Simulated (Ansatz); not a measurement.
# HfGe2As4 monolayer in a perpendicular field, part 2 of 2

What dipole does a perpendicular field induce in the HfGe2As4 monolayer? A positive field points along +c.

Ansatz 0.2.0; plane-wave DFT, PBE-D3(BJ), Ansatz PAW (set soft_1); PAW set soft_1.

So far. Step 2 (Relaxation): The lattice constant a goes from 3.730 to 3.817 Å.

## Step 3: Single point, field 0

A sawtooth potential applies the field, turning back in the middle of the vacuum. With the dipole correction the typed value is the field outside the slab. The induced dipole is small, so the SCF threshold is tight.

The cell differs from the one that the last finished run ended in (c 50.570 → 28.160 Å).

Contents of input.yaml:

```yaml
crystal:
  lattice:
    - [3.8171466247, 0.0, 0.0]
    - [-1.9085733124, 3.305745947, 0.0]
    - [0.0, 0.0, 28.1598926027]
  atoms:
    - { symbol: As, position: [0.0, 0.0, 0.3196034916] }
    - { symbol: Ge, position: [0.3333333333, 0.6666666667, 0.3595798506] }
    - { symbol: As, position: [0.3333333333, 0.6666666667, 0.445664639] }
    - { symbol: Hf, position: [0.0, 0.0, 0.5] }
    - { symbol: As, position: [0.3333333333, 0.6666666667, 0.554335361] }
    - { symbol: Ge, position: [0.3333333333, 0.6666666667, 0.6404201494] }
    - { symbol: As, position: [0.0, 0.0, 0.6803965084] }
kpoints:
  mp_grid: { grid: [12, 12, 1] }
  band_path:
    path: [[0, 0, 0], [0.5, 0, 0], [0.33333333, 0.33333333, 0], [0, 0, 0]]
    npoints: 16
hamiltonian:
  xc: pbe
  dispersion: d3bj
  pseudopotentials: { kind: paw, azcp: { folder: soft_1 } }
scf:
  occupations: { method: fermi_dirac, width: 0.02585 }
  convergence: { dr2_threshold: 1.0e-10 }
efield:
  axis: 3
  dipole_correction: true
  ramp_position: 0.97
  ramp_width: 0.06
  amplitude: 0
output:
  dos: { projected: true, e_range: [-6, 5] }
  write_potential: true
  write_density: true
  volumetric_format: npy
  elf: true
```

The run is started by

```bash
$ ansatz run input.yaml --threads 4 --pin off --max-ram 6144MiB --backend cpu --events-out ev --progress --plain --runs-dir out
```

Numbers of over 12 decimals in the logs are rounded to 6 here.

The program printed:

```text
[...]
Crystal: 7 atoms, lattice volume = 355.336 Å³
Basis set: ecut = 420 eV, 6935 PW (Γ)
Bands: 69, of which v1, the nominal top of the filled ones, is band 57 counted from 1 (56 counted from 0)
Symmetry: 6 space group operations
k-points: 19 of 144 (time reversal used)
[...]
SCF iter   1: F=—  HF=-43741.017368 eV  |F-HF|=—  |Δ(HF+E_count)|=         —  Δρ=2.51e-2  dr2=3.72e0  ethr=3.10e-3  p=-0.000 e·Å  D=-4.70e-15 V/Å  ΔV_dip=0.00 eV  dr2_dipole=2.68e-7  V_vac-E_F(+/−)=6.39/6.39 eV  ⟨swp⟩=6.6  Hψ=5029  notcnv=0  defer=15
efield: sawtooth ramp at fractional position 0.9700 (set: `efield.ramp_position`, or a place that a band, a saddle search or an elastic batch's reference lends), width 0.0600; the density the first Hamiltonian is built on has a dipole p = -0.000 e·Å; the dipole correction subtracts the counter field D = -4.70e-15 V/Å, which shifts the + side's vacuum level by +0.00 eV against the − side's; the planar-averaged density in the ramp window peaks in size at 2.7e-6 e/Å³
[...]
SCF iter   2: F=—  HF=-43741.459562 eV  |F-HF|=—  |Δ(HF+E_count)|=   4.42e-1  Δρ=1.91e-2  dr2=7.02e0  ethr=3.10e-3  p=-0.000 e·Å  D=-1.28e-4 V/Å  ΔV_dip=0.00 eV  dr2_dipole=8.01e-6  V_vac-E_F(+/−)=3.25/3.25 eV  ⟨swp⟩=3.7  Hψ=2499  notcnv=0  defer=93
[...]
SCF iter  13: F=-43740.307649 eV  HF=-43740.307649 eV  |F-HF|=1.89e-10  |Δ(HF+E_count)|=  4.95e-10  Δρ=2.03e-7  dr2=8.94e-11  ethr=1.00e-12  p=0.000 e·Å  D=4.31e-8 V/Å  ΔV_dip=-0.00 eV  dr2_dipole=2.81e-13  V_vac-E_F(+/−)=4.98/4.98 eV  ⟨swp⟩=11.2  Hψ=5766  notcnv=0
SCF 1 converged in 13 iterations: F = -43740.307649 eV  dr2 = 8.94e-11
[...]
NSCF: frozen V_eff on 49 k-points
efield: sawtooth ramp at fractional position 0.9700 (kept from the solve that this one continues, or follows in the run), width 0.0600; the density the first Hamiltonian is built on has a dipole p = 0.000 e·Å; the dipole correction subtracts the counter field D = 4.31e-8 V/Å, which shifts the + side's vacuum level by -0.00 eV against the − side's; the planar-averaged density in the ramp window peaks in size at 2.7e-6 e/Å³
WARN: The output density's exchange-correlation potential varies sharply where the density is thin. Do not read a vacuum level from v_tot or v_xc, or from such a field of the output density. On a cell that repeats whose density bears no net charge and no dipole along the vacuum's axis use v_es (v_loc + v_h of the components); under efield.dipole_correction with no amplitude use v_es + v_field, which holds any externa [...]
SCF converged after 13 iterations
Free energy (F): -43740.307649 eV
[...]
Internal energy: -43740.305326 eV  (E = F + TS)
E sigma→0 (E₀):  -43740.306488 eV
Entropy (-TS):   -0.002323 eV (-0.332 meV/atom)
Fermi energy:    1.592113 eV
Dipole field:    D = -0.000000 V/Å  (p = -0.000001 e·Å, saw-weighted, corrected)
Work function:   Φ+ = 4.9831 eV   Φ− = 4.9831 eV
Levels:          The Fermi level and band energies are counted from a zero that moves with the ramp; work functions are not
[...]
--- Band table (eV; the first three rows and the last of 19) ---
  k-point 0: bands = [... 53 lower, 0.9888, 0.9888, 1.6811, 1.6811, 2.2353, 2.7316, 3.3300, 4.7134, ... 8 higher]
  k-point 1: bands = [... 53 lower, 0.8509, 0.8767, 1.4801, 1.5534, 2.5207, 3.3879, 3.6193, 4.6082, ... 8 higher]
  k-point 2: bands = [... 53 lower, 0.6685, 0.7258, 1.0386, 1.2475, 2.4701, 3.6365, 3.6417, 4.6261, ... 8 higher]
  k-point 18: bands = [... 53 lower, -0.9357, -0.6375, 0.1190, 0.9695, 2.9715, 3.0427, 3.9049, 4.2119, ... 8 higher]
```

Run time: 40 s. Hardware: 4 threads of Arm Neoverse V1, shared host; peak memory 1.3 GiB.

Numbers from this step:

| Quantity | Value |
| --- | --- |
| energy at zero smearing | -43740.3065 eV |
| work function, upper face | 4.983 eV |
| dipole along the normal | -9.66e-7 e·Å |

Running mean over a fixed 2.8 Å (it still follows the layers) of the planar mean; the ramp of the sawtooth is left out. The electron's electrostatic potential energy less the Fermi level by z:

| z (Å) | electron's electrostatic potential energy less the Fermi level (eV) |
| --- | --- |
| 4 | 4.98 |
| 5 | 4.98 |
| 6 | 4.93 |
| 7 | 4.06 |
| 8 | 1.45 |
| 9 | -2.27 |
| 10 | -2.86 |
| 11 | -1.56 |
| 12 | -0.686 |
| 13 | -3.71 |
| 14 | -5.41 |
| 15 | -4.19 |
| 16 | -0.928 |
| 17 | -1.17 |
| 18 | -2.64 |
| 19 | -2.69 |
| 20 | 0.816 |
| 21 | 3.69 |
| 22 | 4.89 |
| 23 | 4.98 |
| 24 | 4.98 |
| 25 | 4.98 |

The density of states has structure finer than the step of the table below, so its rows give means over 0.25 eV, whole bins alone (the curve runs from -6 to 1.99 eV). Peaks (eV: height): -4.210: 8.92, -3.600: 10.3, -2.860: 10.2, -1.810: 13.0, -1.480: 9.19, -0.980: 9.62, -0.820: 11.2.

Table of density of states by energy, zero at the Fermi level; means over each step:

```csv
energy (eV),density of states (states/eV a cell)
-5.75,0.673
-5.50,0.691
-5.25,0
-5.00,0
-4.75,0
-4.50,0.0270
-4.25,6.28
-4.00,3.91
-3.75,3.34
-3.50,5.35
-3.25,2.89
-3.00,3.64
-2.75,3.93
-2.50,4.67
-2.25,4.92
-2.00,6.02
-1.75,7.16
-1.50,5.06
-1.25,4.64
-1.00,6.92
-0.75,7.75
-0.50,2.09
-0.25,0.945
0.00,0.830
0.25,1.28
0.50,2.27
0.75,2.76
1.00,1.28
1.25,0.673
1.50,3.54
1.75,3.28
```

Projected DOS per atom over height of the atomic layer and energy from the Fermi level. Layers: As Ge As Hf As Ge As from below.

Values in states/eV, 22 rows by 7 columns, each cell a mean:
```
0.53 0.46 0.16 0.50 0.16 0.46 0.53
0.46 0.36 0.19 0.76 0.19 0.36 0.46
0.09 0.07 0.04 0.40 0.04 0.07 0.09
0.21 0.17 0.09 1.60 0.09 0.17 0.21
0.11 0.11 0.08 0.98 0.08 0.11 0.11
0.06 0.03 0.13 0.40 0.13 0.03 0.06
0.07 0.02 0.42 0.35 0.42 0.02 0.07
0.81 0.16 1.71 1.12 1.71 0.16 0.81
0.85 0.26 1.29 1.20 1.29 0.26 0.85
0.89 0.39 0.73 0.65 0.73 0.39 0.89
1.54 0.64 0.86 0.67 0.86 0.64 1.54
0.89 0.55 0.88 0.58 0.88 0.55 0.89
0.75 0.64 0.52 0.52 0.52 0.64 0.75
0.63 0.53 0.49 0.49 0.49 0.53 0.63
0.47 0.41 0.45 0.42 0.45 0.41 0.47
0.58 0.59 0.73 0.61 0.73 0.59 0.58
0.48 0.58 0.94 0.61 0.94 0.58 0.48
0.41 0.50 0.52 0.34 0.52 0.50 0.41
0.00 0.00 0.00 0.00 0.00 0.00 0.00
0.00 0.00 0.00 0.00 0.00 0.00 0.00
0.09 0.09 0.06 0.01 0.06 0.09 0.09
0.12 0.12 0.06 0.02 0.06 0.12 0.12
```
Columns: height of the atomic layer (Å) from 9 to 19.2 (not evenly spaced); rows upwards: energy from the Fermi level (eV) from -5.96 to 1.96.

Electronic bands along the path, in eV, zero at the Fermi level:

```csv
point,band 54,band 55,band 56,band 57,band 58,band 59,band 60,band 61
Γ,-0.60,-0.60,0.09,0.09,0.64,1.14,1.74,3.12
halfway,-1.31,-0.89,-0.80,-0.69,0.57,1.72,1.78,2.78
M,-1.78,-1.43,-1.25,-0.30,-0.05,1.32,1.40,2.30
halfway,-1.84,-1.74,-1.36,-0.83,0.62,1.73,2.44,2.98
K,-2.53,-2.23,-1.47,-0.62,1.38,1.45,2.31,2.62
halfway,-1.55,-0.98,-0.97,-0.79,0.65,2.23,2.98,3.03
Γ,-0.60,-0.60,0.09,0.09,0.64,1.14,1.74,3.12
```

Electrostatic potential energy in the ca plane at fractional y = 0.667, with atoms of Ge and As within 0.2 Å of it. With pseudopotentials it is smooth inside the atoms' cores, unlike the true potential.

Ten even steps from '0' (-20 eV) to '9' (7 eV), each cell a mean:
```
99999999876778899999987655688999999887678999
99999999876678999999987544689999999887668999
99999999887778899999987655788999998887778999
99999999988776678887677777776678887667788999
99999999998620037752224787632236751014789999
99999999987300004526972687339833610000689999
99999999987101103528992587269952500100589999
99999999997300005625862687438734620001689999
99999999988631147852225777632247862125789999
99999999988777788987777766777788987777788999
```
Columns run along c (16.0 Å, from fractional 0.19 to 0.76 of the cell; values clipped at the 3rd and 97th percentile), rows up along a (3.8 Å). Atoms in or near the plane, at fractional coordinates: Ge at (0.36, 0.33), As at (0.45, 0.33), As at (0.55, 0.33), Ge at (0.64, 0.33).

Valence density in the ca plane at fractional y = 0.667, with atoms of Ge and As within 0.2 Å of it. It is the smooth field of the valence electrons, not physical close to the nuclei.

Ten steps, logarithmic in the rise over the least value, from '0' (0 e/Å³) to '9' (35 e/Å³), each cell a mean:
```
00000000001110000000000111000000000011110000
00000000011110000000000111000000000001110000
00000000001110000000000111000000000011110000
00000000000111100001111100111110001111100000
00000000000122211112321101123321112321100000
00000000000147731126862111147742125762100000
00000000000269942238983111259952127983100000
00000000000147631125752111137632125762100000
00000000000112211112221101122211111221100000
00000000001111100001111101111100000111100000
```
Columns run along c (16.0 Å, from fractional 0.19 to 0.76 of the cell), rows up along a (3.8 Å). Atoms in or near the plane, at fractional coordinates: Ge at (0.36, 0.33), As at (0.45, 0.33), As at (0.55, 0.33), Ge at (0.64, 0.33).

ELF in the ca plane at fractional y = 0.667, with atoms of Ge and As within 0.2 Å of it. It is the smooth field of the valence electrons, not physical close to the nuclei.

Ten even steps from '0' (0.00) to '9' (0.75), each cell a mean:
```
00001357887776421124553111245531013567778864
00001368987665310001221111122210002456778875
00001257877776421135663111256642113577778764
00000123556787654468998412699975445678765431
00000001135665556788889634898788765556642100
00000000014532247974247634762268963224421000
00000000013534347972126534641148962524421000
00000000024542357975357634763368863235531000
00000001235665556788899634898887665566642210
00000134566787643468997312599975345678766532
```
Columns run along c (16.0 Å, from fractional 0.19 to 0.76 of the cell), rows up along a (3.8 Å). Atoms in or near the plane, at fractional coordinates: Ge at (0.36, 0.33), As at (0.45, 0.33), As at (0.55, 0.33), Ge at (0.64, 0.33).

The work function of the upper face is 4.98 eV.

## Step 4: Single point, field 0.1 V/Å

input.yaml: that of step 3 with these lines changed.

```diff
@@ -28,7 +28,6 @@
   dipole_correction: true
-  ramp_position: 0.97
-  ramp_width: 0.06
-  amplitude: 0
+  ramp_position: 0.9606
+  ramp_width: 0.0788
+  amplitude: 0.1
 output:
-  dos: { projected: true, e_range: [-6, 5] }
   write_potential: true
@@ -36,2 +35 @@
   volumetric_format: npy
-  elf: true
```

The program printed:

```text
[...]
Crystal: 7 atoms, lattice volume = 355.336 Å³
Basis set: ecut = 420 eV, 6935 PW (Γ)
Bands: 69, of which v1, the nominal top of the filled ones, is band 57 counted from 1 (56 counted from 0)
Symmetry: 6 space group operations
k-points: 19 of 144 (time reversal used)
[...]
k-point 0: bands = [... 53 lower, 0.9896, 0.9896, 1.6807, 1.6807, 2.2341, 2.7316, 3.3298, 4.7067, ... 8 higher]
  k-point 1: bands = [... 53 lower, 0.8514, 0.8763, 1.4796, 1.5530, 2.5200, 3.3863, 3.6200, 4.5937, ... 8 higher]
  k-point 2: bands = [... 53 lower, 0.6683, 0.7255, 1.0381, 1.2470, 2.4696, 3.6187, 3.6583, 4.6242, ... 8 higher]
  k-point 18: bands = [... 53 lower, -0.9361, -0.6384, 0.1186, 0.9693, 2.9709, 3.0421, 3.9044, 4.2108, ... 8 higher]
[key lines of the parts left out:]
SCF converged after 13 iterations
Free energy (F): -43740.311948 eV
Fermi energy:    1.591661 eV
Dipole field:    D = 0.043784 V/Å  (p = 0.085980 e·Å, saw-weighted, corrected)
```

Wall time 41 s (4 threads); peak memory 1.2 GiB; 2.6 min of CPU time.

The dipole is 0.0860 e·Å.

## Step 5: Single point, field -0.1 V/Å

input.yaml: that of step 4 with these lines changed.

```diff
@@ -30,3 +30,3 @@
   ramp_width: 0.0788
-  amplitude: 0.1
+  amplitude: -0.1
 output:
```

The program printed:

```text
[...]
Crystal: 7 atoms, lattice volume = 355.336 Å³
Basis set: ecut = 420 eV, 6935 PW (Γ)
Bands: 69, of which v1, the nominal top of the filled ones, is band 57 counted from 1 (56 counted from 0)
Symmetry: 6 space group operations
k-points: 19 of 144 (time reversal used)
[...]
k-point 0: bands = [... 53 lower, 0.9896, 0.9896, 1.6807, 1.6807, 2.2341, 2.7316, 3.3298, 4.7067, ... 8 higher]
  k-point 1: bands = [... 53 lower, 0.8514, 0.8763, 1.4796, 1.5530, 2.5200, 3.3863, 3.6200, 4.5937, ... 8 higher]
  k-point 2: bands = [... 53 lower, 0.6683, 0.7255, 1.0381, 1.2470, 2.4696, 3.6187, 3.6583, 4.6242, ... 8 higher]
  k-point 18: bands = [... 53 lower, -0.9361, -0.6384, 0.1186, 0.9693, 2.9709, 3.0421, 3.9044, 4.2108, ... 8 higher]
[key lines of the parts left out:]
SCF converged after 13 iterations
Free energy (F): -43740.311948 eV
Fermi energy:    1.591661 eV
Dipole field:    D = -0.043784 V/Å  (p = -0.085980 e·Å, saw-weighted, corrected)
```

Run time: 40 s. Hardware: 4 threads; peak memory 1.2 GiB; 2.6 min of CPU time.

The dipole is -0.0860 e·Å.

## Step 6: Response, atoms held

This step: plane-wave DFT, PBE-D3(BJ), Ansatz PAW (set soft_1); response to a field along the normal, atoms held; PAW set soft_1 (Ansatz 0.2.0).

The dipoles give the slope, and the difference of two potentials shows where the field is screened.

This step gave:

```yaml
equivalent_conductor_thickness_p_eps_0ae: 12.33 Å
distance_between_the_outer_atoms: 10.16 Å
```

Dipole of the cell against applied field:

| applied field (V/Å) | dipole of the cell (e·Å) |
| --- | --- |
| -0.1000 | -0.0860 |
| 0.0000 | -9.7e-7 |
| 0.1000 | 0.0860 |

Local field over the applied field, running mean. From the potentials at -0.1 and 0.1 V/Å; running mean over 2.5 Å. Table of local field over applied field by z:

| z (Å) | local field over applied field |
| --- | --- |
| 4.5 | 0.998 |
| 5.0 | 0.993 |
| 5.5 | 0.981 |
| 6.0 | 0.952 |
| 6.5 | 0.885 |
| 7.0 | 0.763 |
| 7.5 | 0.597 |
| 8.0 | 0.419 |
| 8.5 | 0.247 |
| 9.0 | 0.114 |
| 9.5 | 0.0539 |
| 10.0 | 0.0422 |
| 10.5 | 0.0425 |
| 11.0 | 0.0540 |
| 11.5 | 0.0588 |
| 12.0 | 0.0379 |
| 12.5 | 0.0231 |
| 13.0 | 0.0282 |
| 13.5 | 0.0272 |
| 14.0 | 0.0189 |
| 14.5 | 0.0240 |
| 15.0 | 0.0296 |
| 15.5 | 0.0237 |
| 16.0 | 0.0303 |
| 16.5 | 0.0544 |
| 17.0 | 0.0580 |
| 17.5 | 0.0450 |
| 18.0 | 0.0414 |
| 18.5 | 0.0475 |
| 19.0 | 0.0865 |
| 19.5 | 0.198 |
| 20.0 | 0.363 |
| 20.5 | 0.541 |
| 21.0 | 0.713 |
| 21.5 | 0.852 |
| 22.0 | 0.936 |
| 22.5 | 0.975 |
| 23.0 | 0.991 |
| 23.5 | 0.997 |
| 24.0 | 0.999 |

The induced electron density oscillates, so the rows of the table below give means over windows of 1 Å about each position, cut where the curve ends. Its maxima inside the range that stand out by 2 % of the span (Å: e/Å³ per V/Å): 7.9: 0.00348, 11.1: 6.3e-4, 12.5: 6.9e-4, 14.7: 0.00112, 16.3: 2.1e-4, 17.9: 0.00135. Its minima: 10.3: -0.00135, 11.9: -2.1e-4, 13.5: -0.00112, 15.7: -6.9e-4, 17.0: -6.3e-4, 20.2: -0.00348.

Electrons, planar mean, per unit field. Table of induced electron density by z; means over each step:

```
z (Å)  induced electron density (e/Å³ per V/Å)
    5                                   3.6e-5
    6                                   2.7e-4
    7                                  0.00151
    8                                  0.00293
    9                                   8.3e-4
   10                                  -5.4e-4
   11                                   2.1e-4
   12                                   1.6e-4
   13                                   1.9e-5
   14                                  -1.7e-4
   15                                   2.6e-4
   16                                  -2.4e-4
   17                                  -3.3e-4
   18                                   7.1e-4
   19                                  -7.0e-4
   20                                 -0.00266
   21                                 -0.00187
   22                                  -3.7e-4
   23                                  -5.1e-5
   24                                  -8.2e-6
```

By hand: between -0.1 and 0.1 V/Å the dipole changes by 0.1720 e·Å, a slope of 0.8598 e·Å²/V. A perfect conductor of thickness t has p = ε₀AEt, so t = 180.95 × 0.8598 / 12.619 = 12.33 Å (e/ε₀ = 180.95 V·Å, A in Å²).

The induced dipole is that of a conductor 12.33 Å thick.

## Step 7: What came out

```yaml
gap_without_field: none
work_function_upper_face: 4.98 eV
equivalent_conductor_thickness_atoms_held: 12.3 Å
```

**Reading.** The induced dipole equals that of a perfect conductor 12.33 Å thick, while the outer atoms lie 10.16 Å apart. There is no gap over 0.03 eV, with or without the field. The main runs have no spin polarisation; a magnetic state could lie lower and would change these results. Spin-orbit coupling is left out, which matters for the bands of elements this heavy. The outer anions sit over the metal atoms, one of several polytypes of such layers and not the lowest for every compound.

[Logs are printed without paths, hosts, clocks, repeated set-up lines and the standing remarks that a program may print on its own settings, such as how far it seeks lower states.]

[Hosts, paths, dates, database ids (printed as entryN), source tags and the programs' standing remarks are cut or masked in the printed files.]

[Maps of the electrostatic potential energy from Ansatz leave out the sawtooth potential of an applied field or a dipole correction, so their vacuum need not be flat; planar profiles and work functions include it.]

[The density of states shown here was stored with 400 of the rows of the run's finer table, so its peaks can read low, often by over a quarter, or be missed, and its means over a window can be off by a tenth or more.]
